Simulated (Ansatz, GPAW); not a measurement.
This is a calculation of V for Ansatz 0.2.0. 

File input.yaml:

```yaml
crystal:
  lattice:
    - [-1.51435, 1.51435, 1.51435]
    - [1.51435, -1.51435, 1.51435]
    - [1.51435, 1.51435, -1.51435]
  atoms:
    - { symbol: V, position: [0.0, 0.0, 0.0], spin: 2.0 }
kpoints:
  mp_grid: { grid: [12, 12, 12] }
scf:
  occupations: { method: gaussian, width: 0.013 }
hamiltonian:
  xc: pbe
  pseudopotentials: { kind: all_electron, lapw: { basis_error: 0.001 } }
magnetization:
  spin_polarized: true
output:
  forces: true
  stress: true
  eigenvalues: true
```

Potentials or basis: all-electron LAPW, scalar-relativistic.

Run with:

```bash
$ ansatz run input.yaml --threads 2 --pin off --max-ram 6144MiB --backend cpu --events-out ev --progress --plain --runs-dir out
```

Question: Set up the same calculation for GPAW 26.7.0 (ASE script). Potentials or basis there: GPAW PAW data sets (gpaw-data 1.2.1), cutoff 600 eV.

Answer: As run (cutoffs and basis follow the program's own potentials, and thresholds, step limits or extra output files can differ):

run.py

```python
from ase.dft.bandgap import bandgap
from ase.io import read, write
from ase.units import GPa
from gpaw import GPAW, PW

atoms = read('V.xyz')
atoms.set_initial_magnetic_moments([2.0])

calc = GPAW(mode=PW(600),
            xc='PBE',
            kpts={'size': (12, 12, 12), 'gamma': True},
            occupations={'name': 'methfessel-paxton', 'order': 0, 'width': 0.013000000000000001},
            nbands=15,
            convergence={'density': 1e-05, 'energy': 1e-05},
            maxiter=150,
            txt='gpaw.txt')
atoms.calc = calc
energy = atoms.get_potential_energy()
forces = atoms.get_forces()
stress = atoms.get_stress()
calc.write('gs.gpw')
write('result.traj', atoms)
print(f'Energy: {energy:.6f} eV')
print('Forces (eV/A):')
print(forces.round(4))
print('Stress (GPa):', (stress / GPa).round(3))
print('Moments:', calc.get_magnetic_moments().round(3))
print('Fermi level:', round(calc.get_fermi_level(), 4), 'eV')
print(f'Gap: {bandgap(calc)[0]:.4f} eV, direct: {bandgap(calc, direct=True)[0]:.4f} eV')
```

Contents of V.xyz:

```xyz
1
Lattice="-1.5143500000 1.5143500000 1.5143500000 1.5143500000 -1.5143500000 1.5143500000 1.5143500000 1.5143500000 -1.5143500000" Properties=species:S:1:pos:R:3 pbc="T T T"
V      0.0000000000      0.0000000000      0.0000000000
```

Potentials or basis: GPAW PAW data sets (gpaw-data 1.2.1), pw.

Run with:

```bash
$ OMP_NUM_THREADS=1 python run.py
```

Both were run:

|  | Ansatz | GPAW |
| --- | --- | --- |
| Pressure | -5.3 GPa | -4.2 GPa |
| Net moment | 0.12 μB per cell | 0.10 μB per cell |

Where Ansatz's input types no cutoff or centring, it takes its own default and a Γ-centred mesh.

The magnetic state is the one that the start led to; the real crystal's order can differ.

Pressure is positive in compression.
